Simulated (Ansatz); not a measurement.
Input and command of a plane-wave DFT calculation in Ansatz:

```yaml
crystal:
  lattice:
    - [2.8679135958, 0.0, 0.0]
    - [0.0, 2.8679135958, 0.0]
    - [0.0, 0.0, 25.0837634544]
  atoms:
    - { symbol: Ti, position: [0.5, 0.5, 0.3388646212] }
    - { symbol: Ti, position: [0.0, 0.0, 0.4197105897] }
    - { symbol: Ti, position: [0.5, 0.5, 0.5045747292] }
    - { symbol: Ti, position: [0.0, 0.0, 0.579220464] }
    - { symbol: O, position: [0.0, 0.5, 0.6493853738] }
basis:
  ecutwfc: 420
kpoints:
  mp_grid: { grid: [10, 10, 1] }
hamiltonian:
  xc: pbesol
scf:
  occupations: { method: gaussian, width: 0.1 }
output:
  forces: true
  eigenvalues: true
relax:
  adjacent_minimum: "off"
  f_tol: 0.03
  max_steps: 70
  constraints: [{ sites: [0, 1] }]
efield:
  axis: 3
  dipole_correction: true
  ramp_width: 0.04
```

```bash
ansatz run input.yaml --threads 1 --pin off --max-ram 2560MiB --backend cpu --events-out ev --progress --plain --runs-dir out
```

Processor: Intel(R) Xeon(R) Platinum 8375C CPU @ 2.90GHz (Ice Lake), 1 thread, on a host shared with other jobs.

Question: Estimate time, memory and problem size.

Answer: About 2.6 min on 1 thread of Intel(R) Xeon(R) Platinum 8375C CPU @ 2.90GHz (Ice Lake), on a shared host, peak memory 0.56 GiB. It solves 33 bands at 36 k points (the mesh reduced by the symmetry that the task leaves, which can be less than the crystal's) with about 4047 plane waves, in 43 SCF iterations over 6 ionic steps.
